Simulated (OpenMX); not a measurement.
Crystal: Nd.

```
Nd
1.0
     3.65700    0.00000    0.00000
    -1.82850    3.16705    0.00000
     0.00000    0.00000    5.90200
Nd
2
Direct
  0.66667 0.33333 0.75000
  0.33333 0.66667 0.25000
```

This isn't the form of Nd at room conditions, which is double hcp.

Base run:

```yaml
Program: OpenMX 3.8.5
Functional: PBE
Potentials_or_basis: OpenMX 2013 PBE set, Nd8.0-s3p2d2f1, grid cutoff 400 Ry
k_mesh: 9 × 9 × 5
Occupations: fermi-dirac, width 0.05 eV
Spin: collinear spin, ferromagnetic start
Starting_moments: "[3.0, 3.0] μB"
```

Its results: pressure 0.6 GPa; net moment 8.67 μB per cell; site moments Nd +4.34 μB; largest force 0.044 eV/Å.

The run is repeated on the same cell with these changes: k mesh from 9 × 9 × 5 to 7 × 7 × 5. What comes out?

Pressure 0.8 GPa; net moment 8.80 μB per cell; site moments Nd +4.40 μB; largest force 0.044 eV/Å.

Caveats: the magnetic or orbital state may not be the lowest; the basis of atomic orbitals isn't converged, which shifts pressures, moduli and gaps.

Not every run made on this cell is shown here.
